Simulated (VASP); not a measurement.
# A VASP 6.6.1 single-point calculation on CdSe

INCAR

```
IBRION = -1
EDIFF = 1E-7
GGA = AM
NSW = 0
NBANDS = 16
ISMEAR = -1
SIGMA = 0.02
ENCUT = 520
ISPIN = 2
MAGMOM = 0.5 0.5
PREC = Accurate
LREAL = .FALSE.
LASPH = .TRUE.
NELM = 62
LCHARG = .FALSE.
LWAVE = .FALSE.
ISIF = 2
```

KPOINTS

```
KPOINTS created by Atomic Simulation Environment
0
Gamma
8 8 8
0 0 0
```

POSCAR

```
Cd Se
 1.0000000000000000
     0.0000000000000000    3.0984587751000001    3.0984587751000001
     3.0984587751000001    0.0000000000000000    3.0984587751000001
     3.0984587751000001    3.0984587751000001    0.0000000000000000
 Cd  Se
   1   1
Cartesian
  0.0000000000000000  0.0000000000000000  0.0000000000000000
  1.5492293875500001  1.5492293875500001  1.5492293875500001
```

The recommended PBE PAW datasets give the neutral cell 18 valence electrons.

Command

```
mpirun -np 1 vasp_std
```

Q: How does this run end, and what does it give?

A: It converged. Results: pressure -1.7 GPa; magnetic moment of the cell 0.00 μB.

OSZICAR

```
N       E                     dE             d eps       ncg     rms          rms(c)
DAV:   1     0.108987526424E+03    0.10899E+03   -0.84775E+03  1872   0.979E+02
DAV:   2    -0.172380578910E+01   -0.11071E+03   -0.10444E+03  2240   0.247E+02
DAV:   3    -0.597098219877E+01   -0.42472E+01   -0.42393E+01  2232   0.503E+01
DAV:   4    -0.598994734299E+01   -0.18965E-01   -0.18964E-01  2368   0.335E+00
DAV:   5    -0.599007552993E+01   -0.12819E-03   -0.12819E-03  2264   0.236E-01    0.599E+00
DAV:   6    -0.569861043259E+01    0.29147E+00   -0.59704E-01  2480   0.909E+00    0.445E+00
DAV:   7    -0.568385602091E+01    0.14754E-01   -0.15053E-01  2048   0.252E+00    0.229E+00
DAV:   8    -0.568613040338E+01   -0.22744E-02   -0.22107E-02  1984   0.116E+00    0.795E-01
DAV:   9    -0.568592631983E+01    0.20408E-03   -0.15763E-03  2224   0.273E-01    0.212E-01
DAV:  10    -0.568597815049E+01   -0.51831E-04   -0.38045E-04  2232   0.153E-01    0.665E-02
DAV:  11    -0.568609720893E+01   -0.11906E-03   -0.10818E-04  2272   0.822E-02    0.413E-02
DAV:  12    -0.568614375722E+01   -0.46548E-04   -0.26752E-05  2296   0.404E-02    0.336E-02
DAV:  13    -0.568615698307E+01   -0.13226E-04   -0.17500E-05  2296   0.249E-02    0.525E-03
DAV:  14    -0.568615978390E+01   -0.28008E-05   -0.24961E-06  2296   0.915E-03    0.255E-03
DAV:  15    -0.568616071971E+01   -0.93581E-06   -0.10097E-06  2272   0.544E-03    0.141E-03
DAV:  16    -0.568616086715E+01   -0.14744E-06   -0.21875E-07  2232   0.265E-03    0.514E-04
DAV:  17    -0.568616087492E+01   -0.77634E-08   -0.10353E-08  1840   0.646E-04
   1 F= -.56861609E+01 E0= -.56861609E+01  d E =-.246498E-07  mag=     0.0000
```

For comparison, a separate PBE run of the intended cell, on usual settings and not on those above, gives a gap of 0.49 eV on its mesh and a pressure of 0.2 GPa.
